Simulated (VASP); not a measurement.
# Cu (Fm-3m) in VASP: relaxation of cell and atoms with PBE

Aim: the relaxation of cell and atoms of Cu with PBE.

Everything below comes from runs of VASP 6.6.1. Logs are shortened: lines on timing, memory, paths and dates and some standing lists are left out, and cuts for length are marked.

### 1 The structure

The structure is cubic, space group Fm-3m (No. 225). Conventional cell: a = 3.630 Å, b = 3.630 Å, c = 3.630 Å, α = 90.00°, β = 90.00°, γ = 90.00°. Cu (site symmetry m-3m) is surrounded by 12 Cu at 2.57 Å.

The cell was built by a generator and needn't be a form met in nature.

### 2 Relaxation of cell and atoms, PBE

Input file INCAR:

```
SYSTEM = Cu
  ALGO = Normal
  EDIFF = 1E-6
  EDIFFG = -0.005
  ENCUT = 600
  GGA = PE
  IBRION = 2
  ISIF = 3
  ISMEAR = 1
  KPAR = 8
  LASPH = .True.
  LCHARG = .False.
  LREAL = .False.
  LWAVE = .False.
  NELM = 60
  NSW = 40
  PREC = Accurate
  SIGMA = 0.2
```

Input file KPOINTS:

```
k-points
0
Gamma
  20 20 20
  0 0 0
```

Input file POSCAR:

```
Cu
1.0
    0.0000000000      1.8150000000      1.8150000000
    1.8150000000      0.0000000000      1.8150000000
    1.8150000000      1.8150000000      0.0000000000
Cu
1
Direct
    0.0000000000      0.0000000000      0.0000000000
```

Potentials or basis: VASP PAW PBE potentials, release 64 (Cu).

Started as:

```console
cat potpaw_PBE.64/Cu/POTCAR > POTCAR
mpirun -np 8 vasp_std > vasp.out
```

OUTCAR:

```text
SYSTEM = Cu
   EDIFF = 1E-6
   EDIFFG = -0.005
   ENCUT = 600
   GGA = PE
   IBRION = 2
   ISIF = 3
   ISMEAR = 1
   LASPH = .True.
   LREAL = .False.
   NELM = 60
   NSW = 40
   PREC = Accurate

 ion  position               nearest neighbor table
   1  0.000  0.000  0.000-

  LATTYP: Found a face centered cubic cell.
 ALAT       =     3.6300000000

  Lattice vectors:

 A1 = (   0.0000000000,   1.8150000000,   1.8150000000)
 A2 = (   1.8150000000,   0.0000000000,   1.8150000000)
 A3 = (   1.8150000000,   1.8150000000,   0.0000000000)

Analysis of symmetry for initial positions (statically):
=====================================================================
 Subroutine PRICEL returns:
 Original cell was already a primitive cell.

 Routine SETGRP: Setting up the symmetry group for a
 face centered cubic supercell.

 Subroutine GETGRP returns: Found 48 space group operations
 (whereof 48 operations were pure point group operations)
 out of a pool of 48 trial point group operations.

The static configuration has the point symmetry O_h .

Analysis of symmetry for dynamics (positions and initial velocities):
=====================================================================
 Subroutine PRICEL returns:
 Original cell was already a primitive cell.

 Routine SETGRP: Setting up the symmetry group for a
 face centered cubic supercell.

 Subroutine GETGRP returns: Found 48 space group operations
 (whereof 48 operations were pure point group operations)
 out of a pool of 48 trial point group operations.

The dynamic configuration has the point symmetry O_h .

 Subroutine INISYM returns: Found 48 space group operations
 (whereof 48 operations are pure point group operations),
 and found     1 'primitive' translations

----------------------------------------------------------------------------------------

                                     Primitive cell

  volume of cell :      11.9580

  direct lattice vectors                    reciprocal lattice vectors
     0.000000000  1.815000000  1.815000000    -0.275482094  0.275482094  0.275482094
     1.815000000  0.000000000  1.815000000     0.275482094 -0.275482094  0.275482094
     1.815000000  1.815000000  0.000000000     0.275482094  0.275482094 -0.275482094

  length of vectors
     2.566797616  2.566797616  2.566797616     0.477148983  0.477148983  0.477148983

  position of ions in fractional coordinates (direct lattice)
     0.000000000  0.000000000  0.000000000

  ion indices of the primitive-cell ions
   primitive index   ion index
                 1           1

----------------------------------------------------------------------------------------

 KPOINTS: k-points

Automatic generation of k-mesh.
 Grid dimensions read from file:
 generate k-points for:   20   20   20

 Generating k-lattice:

  Cartesian coordinates                     Fractional coordinates (reciprocal lattice)
    -0.013774105  0.013774105  0.013774105     0.050000000  0.000000000  0.000000000
     0.013774105 -0.013774105  0.013774105     0.000000000  0.050000000  0.000000000
     0.013774105  0.013774105 -0.013774105     0.000000000  0.000000000  0.050000000

  Length of vectors
     0.023857449  0.023857449  0.023857449

  Shift w.r.t. Gamma in fractional coordinates (k-lattice)
     0.000000000  0.000000000  0.000000000

 Subroutine IBZKPT returns following result:
 ===========================================

 Found    256 irreducible k-points:

 Following reciprocal coordinates:
            Coordinates               Weight
  0.000000  0.000000  0.000000      1.000000
  0.050000  0.000000  0.000000      8.000000
  0.100000  0.000000  0.000000      8.000000
  0.150000  0.000000  0.000000      8.000000
  0.200000  0.000000  0.000000      8.000000
  0.250000  0.000000  0.000000      8.000000
[... 16 lines left out ...]
 -0.400000  0.050000  0.000000     24.000000
 -0.350000  0.050000  0.000000     24.000000
 [... further k-points ...]
   k-points           NKPTS =    256   k-points in BZ     NKDIM =    256   number of bands    NBANDS=      9
   number of dos      NEDOS =    301   number of ions     NIONS =      1
   total plane-waves  NPLWV =  13824
   dimension x,y,z NGX =    24 NGY =   24 NGZ =   24
   dimension x,y,z NGXF=    48 NGYF=   48 NGZF=   48
   ions per type =               1
   NGX,Y,Z   is equivalent  to a cutoff of  15.54, 15.54, 15.54 a.u.
   NGXF,Y,Z  is equivalent  to a cutoff of  31.09, 31.09, 31.09 a.u.
 SYSTEM =  Cu
   PREC   = accura    normal or accurate (medium, high low for compatibility)
   ISTART =      0    job   : 0-new  1-cont  2-samecut
   ICHARG =      2    charge: 1-file 2-atom 10-const
   ISPIN  =      1    spin polarized calculation?
   LNONCOLLINEAR =      F non collinear calculations
   LSORBIT =      F    spin-orbit coupling
   LASPH  =      T    aspherical Exc in radial PAW
   ENCUT  =  600.0 eV  44.10 Ry    6.64 a.u.   5.13  5.13  5.13*2*pi/ulx,y,z
   NELM   =     60;   NELMIN=  2; NELMDL= -5     # of ELM steps
   EDIFF  = 0.1E-05   stopping-criterion for ELM
   LREAL  =      F    real-space projection
   EDIFFG = -.5E-02   stopping-criterion for IOM
   NSW    =     40    number of steps for IOM
   IBRION =      2    ionic relax: 0-MD 1-quasi-New 2-CG
   NFREE  =      1    steps in history (QN), initial steepest desc. (CG)
   ISIF   =      3    stress and relaxation
   ISYM   =      2    0-nonsym 1-usesym 2-fastsym
   POTIM  = 0.5000    time-step for ionic-motion
   TEBEG  =    0.0;   TEEND  =   0.0 temperature during run
   PSTRESS=    0.0 pullay stress
   NELECT =      11.0000    total number of electrons
   NUPDOWN=      -1.0000    fix difference up-down
   EMIN   =  10.00;   EMAX   =-10.00  energy-range for DOS
   EFERMI =   0.00;   METHOD = LEGACY
   ISMEAR =     1;   SIGMA  =   0.20  broadening in eV -4-tet -1-fermi 0-gaus
   EFERMI_NEDOS =   21; number of points for ismear=-14 and -15
   IALGO  =     38    algorithm
   IMIX   =      4    mixing-type and parameters
     AMIX     =   0.40;   BMIX     =  1.00
     AMIX_MAG =   1.60;   BMIX_MAG =  1.00
  volume/ion in A,a.u.               =      11.96        80.70
  Fermi-wavevector in a.u.,A,eV,Ry     =   1.592157  3.008740 34.490258  2.534962
  Thomas-Fermi vector in A             =   2.690585
   LORBIT       =      0    0 simple, 1 ext, 2 COOP (PROOUT), +10 PAW based schemes
   GGA     = PE    functional components
   LHFCALC =     F    Hartree Fock is set to
   AEXX    =    0.0000 exact exchange contribution
   IVDW    =     0    specifies the selected vdW correction
   LEPSILON=     F    determine dielectric tensor
   LRPA    =     F    only Hartree local field effects (RPA)
 conjugate gradient relaxation of ions
 non-spin polarized calculation
 Methfessel and Paxton  Order N= 1 SIGMA  =   0.20
  energy-cutoff  :      600.00
  volume of cell :       11.96
 maximum number of plane-waves:       415
 NGX is ok and might be reduce to    24
   NGX = 11   NGY = 11   NGZ = 11

--------------------------------------- Ionic step        1  -------------------------------------------

 number of electron      10.9999998 magnetization

 Free energy of the ion-electron system (eV)
  ---------------------------------------------------
  ext. energy  EPLUGINS =         0.00000000
  ---------------------------------------------------
  free energy    TOTEN  =        -3.72868014 eV

  energy without entropy =       -3.72876193  energy(sigma->0) =       -3.72870740

------------------------ aborting loop because EDIFF is reached ----------------------------------------

  FORCE on cell =-STRESS in cart. coord.  units (eV):
  Direction    XX          YY          ZZ          XY          YZ          ZX
  --------------------------------------------------------------------------------------
  -------------------------------------------------------------------------------------
  Total        0.0480554      0.0480554      0.0480554      0.0000000     -0.0000000      0.0000000
  in kB        6.4386264      6.4386264      6.4386264      0.0000000     -0.0000000      0.0000000
  external PRESSURE =       6.4386264 kB  Pullay stress =       0.0000000 kB
[... 55 lines left out ...]
  energy  without entropy=       -3.7288014300  energy(sigma->0) =       -3.72875061

--------------------------------------- Ionic step        3  -------------------------------------------

 number of electron      10.9999998 magnetization

 Free energy of the ion-electron system (eV)
  ---------------------------------------------------
  ext. energy  EPLUGINS =         0.00000000
  ---------------------------------------------------
  free energy    TOTEN  =        -3.72876699 eV

  energy without entropy =       -3.72884541  energy(sigma->0) =       -3.72879313

 E-fermi :   7.3574     XC(G=0): -12.6319

 val. band max:        7.3398836986   @ k =   0.5000   0.2500   0.1000
 cond. band min:       7.4052519676   @ k =   0.5000   0.3500   0.1500
 fundamental gap:      0.0653682690
 Fermi energy:         7.3574248034

 k-point     1 :       0.0000    0.0000    0.0000
  band No.  band energies     occupation
      1      -1.8421      2.00000
      2       4.4107      2.00000
      3       4.4107      2.00000
      4       4.4107      2.00000
      5       5.2123      2.00000
      6       5.2123      2.00000
      7      29.8501      0.00000
      8      32.3694      0.00000
      9      32.3694      0.00000
[... 265 lines left out ...]
 k-point    24 :      -0.3500    0.0500    0.0000
  band No.  band energies     occupation
      1       1.9391      2.00000
      2       4.4367      2.00000
      3       4.4755      2.00000
      4       4.6122      2.00000
      5       5.5205      2.00000
      6       5.7978      2.00000
      7      14.5727      0.00000
      8      26.9934      0.00000
      9      29.3931      0.00000

 [... further k-points ...]

------------------------ aborting loop because EDIFF is reached ----------------------------------------

  FORCE on cell =-STRESS in cart. coord.  units (eV):
  Direction    XX          YY          ZZ          XY          YZ          ZX
  --------------------------------------------------------------------------------------
  -------------------------------------------------------------------------------------
  Total        0.0034837      0.0034837      0.0034837     -0.0000000      0.0000000     -0.0000000
  in kB        0.4649870      0.4649870      0.4649870     -0.0000000      0.0000000     -0.0000000
  external PRESSURE =       0.4649870 kB  Pullay stress =       0.0000000 kB
[... 16 lines left out ...]
  FREE ENERGIE OF THE ION-ELECTRON SYSTEM (eV)
  ---------------------------------------------------
  free  energy   TOTEN  =        -3.7287669874 eV

  energy  without entropy=       -3.7288454113  energy(sigma->0) =       -3.72879313

 reached required accuracy - stopping structural energy minimisation
```

Wall time 9.7 s (8 MPI ranks of Intel Xeon 6975P-C (Granite Rapids), shared host); peak memory 0.17 GiB.

Results:

| Property | Result |
| --- | --- |
| Free energy | -3.7288 eV |
| Relaxed volume | 12.00 Å³/atom |
| Relaxed cell | a = 2.570 Å, b = 2.570 Å, c = 2.570 Å, α = 60.00°, β = 60.00°, γ = 60.00° |
| Space group after relaxing (to 0.05 Å) | Fm-3m (No. 225) |
| Energy gained by relaxing | 0.1 meV/atom |
| Ionic steps | 3 |
| Pressure after relaxing | 0.0 GPa |
| Band gap on the k mesh | none (metal or under the smearing width) |

Final structure:
```
Cu
1.0
     0.00000    1.81729    1.81729
     1.81729    0.00000    1.81729
     1.81729    1.81729    0.00000
Cu
1
Direct
  0.00000 0.00000 0.00000
```
